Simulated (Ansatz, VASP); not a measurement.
## LiF: VASP beside Ansatz

```
CELL_PARAMETERS angstrom
-2.87668 0.00005 -0.00001
1.43838 -2.49173 -0.00008
-0.00098 -0.00456 14.09413
ATOMIC_POSITIONS crystal
Li 0.41656 0.33336 0.16667
Li 0.41684 0.33338 0.66667
Li 0.08329 0.66664 0.33333
Li 0.08334 0.66666 0.83333
Li 0.74992 0.00004 0.00000
Li 0.75008 0.99998 0.50000
F 0.08324 0.66665 0.08333
F 0.08341 0.66667 0.58333
F 0.41670 0.33332 0.41666
F 0.41664 0.33332 0.91667
F 0.74993 0.99999 0.25000
F 0.75005 0.99999 0.75000
```

Change from the starting cell: cell x2, atoms moved at random (sigma 0.15 Å) and cell strained at random (1.5 %), then relaxed without symmetry.

Alike in both runs: functional PBE; k mesh 6 × 6 × 1; occupations gaussian, width 0.1 eV; no spin polarisation.

Ansatz relaxed the structure, and its values are those at the end. VASP's run is a single point on that final structure, the one shown.

|  | VASP | Ansatz |
| --- | --- | --- |
| version | VASP 6.6.1 | Ansatz 0.2.0 |
| potentials or method | VASP PAW PBE potentials, release 64 (Li_sv, F) | scalar-relativistic, plane waves, PAW |
| plane-wave cutoff (eV) | 520 | 420 |
| valence electrons in the cell | 60 | 60 |

```tsv
	VASP	Ansatz	Ansatz less VASP
gap on the k mesh at the Fermi level (eV)	8.82	8.83	+0.001
least direct gap on the mesh (eV)	8.82	8.83	+0.001
```

Caveats: the k mesh is coarse (spacing up to 0.45 Å⁻¹), so the values aren't converged.
